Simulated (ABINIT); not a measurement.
Crystal: GaP.

```
Ga P
1.0
     0.00000    2.72525    2.72525
     2.72525    0.00000    2.72525
     2.72525    2.72525    0.00000
Ga P
1 1
Cartesian
  0.0000 0.0000 0.0000
  4.0879 4.0879 4.0879
```

Program: ABINIT 10.8.3 (patched build). Alike in all runs: cell as given; cutoff (eV) 544; smearing fermi-dirac 0.05 eV.

Problem. Order these runs on this cell by their pressure, lowest first.
A. level BP86; potentials or basis JTH PAW PBE v2.0; spin off; k mesh 8 × 8 × 8
B. level LDA-Teter; potentials or basis JTH PAW LDA v2.0; spin off; k mesh 8 × 8 × 8
C. level RPBE; potentials or basis JTH PAW PBE v2.0; spin SOC, no magnetisation; k mesh 8 × 8 × 8
D. level PBEsol; potentials or basis JTH PAW PBE v2.0; spin off; k mesh 6 × 6 × 6

Solution. B (-2.7 GPa), D (-0.4 GPa), A (3.0 GPa), C (4.6 GPa).

Caveats: the PAW data sets were made with another functional, which shifts forces and pressure a little (some runs).

Runs at the PBE level aren't shown here.
